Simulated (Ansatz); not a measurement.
Crystal: Sb.

```xyz
2
Lattice="3.3545 0.0000 0.0000 -1.6773 2.9051 0.0000 0.0000 0.0000 5.4702" Properties=species:S:1:pos:R:3 pbc="T T T"
Sb    1.6773    0.9684    4.1026
Sb    0.0000    1.9367    1.3675
```

This isn't the form of Sb at room conditions, which is rhombohedral.

* Program: Ansatz 0.2.0
* Task: relaxation of cell and atoms
* Functional: RPBE
* Potentials or basis: Ansatz PAW
* Cutoff: 420 eV (not typed: the program's choice for these potentials)
* k mesh: 9 × 9 × 5
* Occupations: fermi-dirac, width 0.05 eV
* Spin: no spin polarisation

At the start: volume 26.65 Å³/atom.

Q: Where does the relaxation end?

A: It ends after 8 steps and the volume is 27.96 Å³/atom (+4.9 %); space group P6_3/mmc (No. 194, to 0.05 Å).

Step by step:
```csv
step,energy change (eV),largest force (eV/Å),volume (Å³)
1,0.0000,0.0000,53.31
2,-0.0175,0.0000,56.94
3,-0.0213,0.0000,55.93
4,-0.0216,0.0000,55.83
5,-0.0224,0.0000,55.31
6,-0.0234,0.0000,55.99
7,-0.0235,0.0000,55.93
8,-0.0240,0.0000,55.93
```

Final structure:
```
Sb
1.0
     3.46851    0.00000    0.00000
    -1.73425    3.00381    0.00000
     0.00000    0.00000    5.36811
Sb
2
Direct
  0.66667 0.33333 0.75000
  0.33333 0.66667 0.25000
```

Caveat: the plane-wave basis is chosen anew once the cell has moved, so the energies of steps on either side of that aren't comparable; the PAW data sets come from PBE, with cores solved anew for the run's functional, which leaves a small shift of forces and pressure.
